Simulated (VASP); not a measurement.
A run of VASP 6.6.1 is set up as follows.

The input INCAR:

```
SYSTEM = AlN
PREC     = Accurate       ! precision mode
ENCUT    = 520            ! plane-wave cutoff, eV
EDIFF    = 1E-7           ! SCF threshold, eV
ISMEAR   = 0              ! smearing method
SIGMA    = 0.02           ! smearing width, eV
LREAL    = .FALSE.        ! projectors in reciprocal space
LASPH    = .TRUE.         ! aspherical terms in the spheres
NELM     = 100            ! most SCF steps
ALGO     = Normal         ! electronic algorithm
ISIF     = 3              ! what is computed and relaxed
LWAVE    = .FALSE.        ! write WAVECAR
LCHARG   = .FALSE.        ! write CHGCAR
METAGGA  = R2SCAN         ! meta-GGA
LMIXTAU  = .TRUE.       
IBRION   = 2              ! ionic algorithm
NSW      = 80             ! ionic steps
EDIFFG   = -0.002         ! ionic threshold
KPAR     = 4
```

KPOINTS

```
regular mesh
0
G
  12 12 6
  0 0 0
```

Contents of POSCAR:

```
AlN
1.0
    3.1130000000      0.0000000000      0.0000000000
   -1.5565000000      2.6959370800      0.0000000000
    0.0000000000      0.0000000000      4.9810000000
Al N
2 2
Direct
    0.3333333300      0.6666666700      0.0000000000
    0.6666666700      0.3333333300      0.5000000000
    0.3333333300      0.6666666700      0.3800000000
    0.6666666700      0.3333333300      0.8800000000
```

Potentials or basis: VASP PAW PBE potentials, release 64 (Al, N).

Launch:

```sh
$ cat potpaw_PBE.64/Al/POTCAR potpaw_PBE.64/N/POTCAR > POTCAR
$ mpirun -np 4 vasp_std > vasp.out
```

Question: Estimate the band gap on the k mesh.

Answer: 4.94 eV, direct.

Question: What does it give for the space group after relaxing (to 0.05 Å)?

Answer: P6_3mc (No. 186).

Step by step:
| step | energy change (eV) | largest force (eV/Å) | pressure (GPa) | volume (Å³) |
| --- | --- | --- | --- | --- |
| 1 | 0.0000 | 0.1251 | -1.31 | 41.80 |
| 2 | 0.0001 | 0.0987 | 1.37 | 41.29 |
| 3 | -0.0022 | 0.0154 | -0.03 | 41.55 |
| 4 | -0.0022 | 0.0129 | 0.00 | 41.54 |
| 5 | -0.0023 | 0.0067 | 0.01 | 41.54 |
| 6 | -0.0023 | 0.0008 | 0.02 | 41.54 |
| 7 | -0.0023 | 0.0017 | 0.02 | 41.54 |
| 8 | -0.0023 | 0.0018 | -0.02 | 41.54 |
| 9 | -0.0023 | 0.0012 | -0.02 | 41.54 |
| 10 | -0.0023 | 0.0001 | 0.00 | 41.54 |

Caveat: the PAW data sets were made with another functional, which shifts forces and pressure a little. A k mesh can miss the band edges.
